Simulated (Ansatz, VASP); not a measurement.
Given: the input of a run of VASP 6.6.1 on MgB2.

Contents of INCAR:

```
PREC = Accurate ; ENCUT = 600
EDIFF = 1E-6 ; ISMEAR = -1
SIGMA = 0.05 ; LREAL = False
LASPH = True ; NELM = 60
ALGO = Normal ; ISIF = 3
LWAVE = False ; LCHARG = False
GGA = RE ; IVDW = 13
IBRION = 2 ; NSW = 60
EDIFFG = -0.01
```

The input KPOINTS:

```
regular mesh
0
Gamma
  10 10 8
```

POSCAR

```
MgB2
1.0
    3.0850000000      0.0000000000      0.0000000000
   -1.5425000000      2.6716883707      0.0000000000
    0.0000000000      0.0000000000      3.5230000000
Mg B
1 2
Direct
    0.0000000000      0.0000000000      0.0000000000
    0.6666666667      0.3333333333      0.5000000000
    0.3333333333      0.6666666667      0.5000000000
```

Potentials or basis: VASP PAW PBE potentials, release 64 (Mg, B).

Command:

```sh
$ cat potpaw_PBE.64/Mg/POTCAR potpaw_PBE.64/B/POTCAR > POTCAR
$ mpirun -np 1 vasp_std > vasp.out
```

Q: Translate it to Ansatz 0.2.0. Potentials there: Ansatz PAW.

A: As run (the cutoff follows the program's own potentials):

File input.yaml:

```yaml
crystal:
  lattice:
    - [3.085, 0.0, 0.0]
    - [-1.5425, 2.6716883707, 0.0]
    - [0.0, 0.0, 3.523]
  atoms:
    - { symbol: Mg, position: [0.0, 0.0, 0.0] }
    - { symbol: B, position: [0.6666666667, 0.3333333333, 0.5] }
    - { symbol: B, position: [0.3333333333, 0.6666666667, 0.5] }
hamiltonian:
  xc: revpbe
  pseudopotentials: { kind: paw }
  dispersion: d4
kpoints:
  mp_grid: { grid: [10, 10, 8] }
scf:
  occupations: { method: fermi_dirac, width: 0.05 }
output:
  forces: true
  stress: true
  eigenvalues: true
relax:
  f_tol: 0.01
  max_steps: 40
  cell: { stress_tol: 0.05 }
```

Potentials or basis: Ansatz PAW.

The run is started by

```console
$ ansatz run input.yaml --threads 2 --pin off --max-ram 5632MiB --backend cpu --events-out ev --progress --plain --runs-dir out
```

Both were run:

|  | VASP | Ansatz | Ansatz less VASP |
| --- | --- | --- | --- |
| gap on the k mesh at the Fermi level, each at its own relaxed structure (eV) | none | none | - |
| relaxed volume (Å³/atom) | 9.20 | 9.23 | +0.027 |
| relaxed cell length with the largest relative difference (Å) | 3.419 | 3.425 | +0.0059 |
| energy change over the relaxation (meV/atom) | -11 | -10 | +1.2 |

A gap of «none» marks a metal or a gap that the smearing closes. The two sets of potentials don't hold the same shells in valence.

Caveats: pairwise dispersion overbinds metals, which lowers pressure and volume; the PAW data sets were made with another functional, which shifts forces and pressure a little (VASP); the plane-wave basis is chosen anew once the cell has moved, so the energies of steps on either side of that aren't comparable (Ansatz); the PAW data sets come from PBE, with cores solved anew for the run's functional, which leaves a small shift of forces and pressure (Ansatz).
